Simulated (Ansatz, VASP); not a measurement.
# Y: VASP beside Ansatz

INCAR

```
PREC     = Accurate       # precision mode
ENCUT    = 520            # plane-wave cutoff, eV
EDIFF    = 1E-8           # SCF threshold, eV
ISMEAR   = -1             # smearing method
SIGMA    = 0.05           # smearing width, eV
LREAL    = F              # projectors in reciprocal space
LASPH    = T              # aspherical terms in the spheres
NELM     = 100            # most SCF steps
ALGO     = Normal         # electronic algorithm
ISIF     = 2              # what is computed and relaxed
LWAVE    = F              # write WAVECAR
LCHARG   = F              # write CHGCAR
GGA      = PE             # functional
LEFG     = T            
NBANDS   = 18             # bands
```

Contents of KPOINTS:

```
Automatic mesh
0
Gamma
  9 9 9
```

The input POSCAR:

```
Y
1.0
    0.0000000000      3.5189688100      3.5189688100
    3.5189688100      0.0000000000      3.5189688100
    3.5189688100      3.5189688100      0.0000000000
Y
2
Direct
    0.0000000000      0.0000000000      0.0000000000
    0.2500000000      0.2500000000      0.2500000000
```

Input for Ansatz:

```yaml
crystal:
  lattice:
    - [0.0, 3.51896881, 3.51896881]
    - [3.51896881, 0.0, 3.51896881]
    - [3.51896881, 3.51896881, 0.0]
  atoms:
    - { symbol: "Y", position: [0.0, 0.0, 0.0] }
    - { symbol: "Y", position: [0.25, 0.25, 0.25] }
kpoints:
  mp_grid: { grid: [9, 9, 9] }
  band_path:
    path:
      - [0.0, 0.0, 0.0]
      - [0.5, 0.0, 0.5]
      - [0.625, 0.25, 0.625]
      - [0.375, 0.375, 0.75]
      - [0.0, 0.0, 0.0]
      - [0.5, 0.5, 0.5]
      - [0.5, 0.25, 0.75]
      - [0.5, 0.0, 0.5]
    npoints: 14
scf:
  occupations: { method: fermi_dirac, width: 0.05 }
hamiltonian:
  xc: pbe
  pseudopotentials: { kind: paw }
output:
  forces: true
  stress: true
  eigenvalues: true
  efg: { contact_densities: true }
  populations: true
  bader: true
  dos: { projected: true, de: 0.2, e_range: [-14, 8] }
  write_density: true
  write_potential: true
  elf: true
  volumetric_format: npy
```

Alike in both runs: task electric field gradients; functional PBE; k mesh 9 × 9 × 9; occupations fermi-dirac, width 0.05 eV; no spin polarisation.

```csv
,VASP,Ansatz
version,VASP 6.6.1,Ansatz 0.2.0
potentials or method,"VASP PAW PBE potentials, release 64 (Y_sv)","PAW with Ansatz's default frozen-core files, scalar-relativistic"
plane-wave cutoff (eV),520,420
valence electrons in the cell,22,22
```

```tsv
	VASP	Ansatz	Ansatz less VASP
pressure (GPa)	0.0	0.0	-0.01
Vzz of the field gradient on the site that differs most (V/Å²)	0.0	0.0	0.00
```

Ansatz warned: «gradients_without_spin_orbit».
